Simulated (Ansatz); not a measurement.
CoSn2: relaxation of cell and atoms with PBEsol

Crystal: CoSn2.

```
CELL_PARAMETERS angstrom
-3.18250 3.18250 2.72850
3.18250 -3.18250 2.72850
3.18250 3.18250 -2.72850
ATOMIC_POSITIONS crystal
Sn 0.84200 0.65800 0.50000
Sn 0.34200 0.84200 0.18400
Sn 0.15800 0.34200 0.50000
Sn 0.65800 0.15800 0.81600
Co 0.75000 0.75000 0.00000
Co 0.25000 0.25000 0.00000
```

```
Program             : Ansatz 0.2.0
Task                : relaxation of cell and atoms
Functional          : PBEsol
Potentials or basis : Ansatz PAW
Cutoff              : 420 eV (not typed: the program's choice for these potentials)
k mesh              : 7 × 7 × 7
Occupations         : fermi-dirac, width 0.05 eV
Spin                : collinear spin, ferromagnetic start
Starting moments    : [0.0, 0.0, 0.0, 0.0, 2.0, 2.0] μB
```

```yaml
Relaxed_volume: 17.74 Å³/atom
Relaxed_cell: a = 5.195 Å, b = 5.195 Å, c = 5.195 Å, α = 105.75°, β = 105.75°, γ = 117.19°
Space_group_after_relaxing_to_0.05_Å: I4/mcm (No. 140)
Energy_gained_by_relaxing: 29.4 meV/atom
Ionic_steps: 5
Pressure_after_relaxing: 0.0 GPa
Band_gap_on_the_k_mesh: none (metal or under the smearing width)
Net_moment: 0.00 μB per cell
Absolute_moment: 0.00 μB per cell
```

The path:
```csv
step,energy change (eV),largest force (eV/Å),volume (Å³)
1,0.0000,0.8536,110.54
2,-0.1666,0.1753,107.50
3,-0.1787,0.0029,106.23
4,-0.1788,0.0003,106.45
5,-0.1767,0.0003,106.45
```

Final structure:
```cif
data_structure
_symmetry_space_group_name_H-M 'P 1'
_symmetry_Int_Tables_number 1
_cell_length_a 5.1952
_cell_length_b 5.1952
_cell_length_c 5.1952
_cell_angle_alpha 105.753
_cell_angle_beta 105.753
_cell_angle_gamma 117.194
_cell_volume 106.45
loop_
_atom_site_label
_atom_site_type_symbol
_atom_site_fract_x
_atom_site_fract_y
_atom_site_fract_z
_atom_site_occupancy
Sn1 Sn 0.83381 0.66619 0.50000 1
Sn2 Sn 0.33381 0.83381 0.16763 1
Sn3 Sn 0.16619 0.33381 0.50000 1
Sn4 Sn 0.66619 0.16619 0.83237 1
Co1 Co 0.75000 0.75000 0.00000 1
Co2 Co 0.25000 0.25000 0.00000 1
```

Levels at points of the mesh, in eV from the Fermi level:
Spin up:
```
           k point  band 41  band 42  band 43  band 44  band 45  band 46  band 47  band 48  band 49  band 50
(0.00, 0.00, 0.00)    -1.96    -1.33    -1.16    -1.08    -0.61    -0.61     0.43     0.50     0.50     0.66
```
Spin down:
```tsv
k point	band 42	band 43	band 44	band 45	band 46	band 47	band 48	band 49
(0.00, 0.00, 0.00)	-1.33	-1.16	-1.08	-0.61	-0.61	0.43	0.50	0.50
```

Run time: 69 s on 2 threads of Intel(R) Xeon(R) 6975P-C (Granite Rapids), on a shared host, peak memory 0.73 GiB.

Caveat: the starting moments collapsed, and a magnetic state may lie lower; the plane-wave basis is chosen anew once the cell has moved, so the energies of steps on either side of that aren't comparable; the PAW data sets come from PBE, with cores solved anew for the run's functional, which leaves a small shift of forces and pressure; the starting moments weren't kept.
